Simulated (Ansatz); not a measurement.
## In under changes of volume

One of the cells (26.540 Å³/atom); the others are scaled copies at fixed shape and fractional positions:

```xyz
2
Lattice="3.3355 0.0000 0.0000 -1.6677 2.8886 0.0000 0.0000 0.0000 5.5091" Properties=species:S:1:pos:R:3 pbc="T T T"
In    1.6677    0.9629    4.1319
In    0.0000    1.9257    1.3773
```

This isn't the form of In at room conditions, which is tetragonal.

```yaml
Program: Ansatz 0.2.0
Functional: PBEsol
Potentials_or_basis: Ansatz PAW
Cutoff: "420 eV (not typed: the program's choice for these potentials)"
k_mesh: 9 × 9 × 5
Occupations: fermi-dirac, width 0.05 eV
Spin: no spin polarisation
```

| volume (Å³/atom) | energy over the lowest point (meV/atom) | pressure (GPa) |
| --- | --- | --- |
| 24.948 | 2.36 | 1.3 |
| 25.478 | 0.00 | 0.3 |
| 26.009 | 0.82 | -0.6 |
| 26.540 | 4.43 | -1.4 |
| 27.071 | 10.39 | -2.0 |
| 27.602 | 18.26 | -2.6 |
| 28.133 | ? | ? |

**Question.** What does the run at 28.133 Å³/atom give?

**Answer.** Energy over the lowest point 27.69 meV/atom; pressure -3.0 GPa.

Worked out: A Birch-Murnaghan fit of order 3 (a polynomial in V^(-2/3)) to the other rows has its minimum at 25.59 Å³/atom with B0 = V·E''(V) = 45 GPa and B' = 6.9 at fixed shape and positions, which overstates the stiffness. It gives 27.80 meV/atom at 28.133 Å³/atom, against the run's 27.69, and -dE/dV = -3.1 GPa, against -3.0.

Energies are extrapolated to zero smearing.

Caveats: the PAW data sets come from PBE, with cores solved anew for the run's functional, which leaves a small shift of forces and pressure.
